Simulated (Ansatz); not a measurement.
# WC-type SrO

Computed with Ansatz (plane waves, PAW, 420 eV cutoff): PBEsol, scalar-relativistic, no spin polarisation, Γ-centred 10×10×10 mesh, 0.05 eV Gaussian smearing. The datasets are Ansatz's generated set soft_2.

```
Sr O
1.0
     3.47804    0.00000    0.00000
    -1.73902    3.01207    0.00000
     0.00000    0.00000    3.15801
Sr O
1 1
Cartesian
  0.0000 0.0000 0.0000
  1.7390 1.0040 1.5790
```

The start was a prototype's sites filled with these elements. The Crystallography Open Database lists the compound in space group Fm-3m (rock salt), so this is a trial structure.

Cell and atoms are those of this level's equilibrium.

The cell has space group P-6m2 (read at 0.01 Å). In it the stress is 0.00, 0.00, 0.00, 0.00, 0.00, 0.00 GPa and the largest force component 0.000 eV/Å. Each change below starts from this cell, without further relaxation. Stress is in GPa, positive in compression, in the order xx, yy, zz, yz, xz, xy; energies are counted from the cell above.

Problem. What happens when atom 2 (O) is moved by 0.02 Å along x?

Solution. The energy changes by 0.6 meV per cell, and the force on it along the shift is -0.061 eV/Å (−F/u = 3.07 eV/Å²). Stress: 0.01, 0.01, 0.02, 0.00, 0.00, -0.11.
```tsv
atom	Fx (eV/Å)	Fy	Fz
Sr1	0.061	-0.001	0.000
O2	-0.061	0.001	0.000
```

Problem. What stress follows from an engineering strain of -1 % in xz, atoms carried along?

Solution. 0.02, 0.01, 0.01, 0.00, 0.12, 0.00 GPa; the energy changes by 0.2 meV per cell.
The change of the stress over the strain gives a clamped-atom stiffness of about 12.2 GPa for this component.

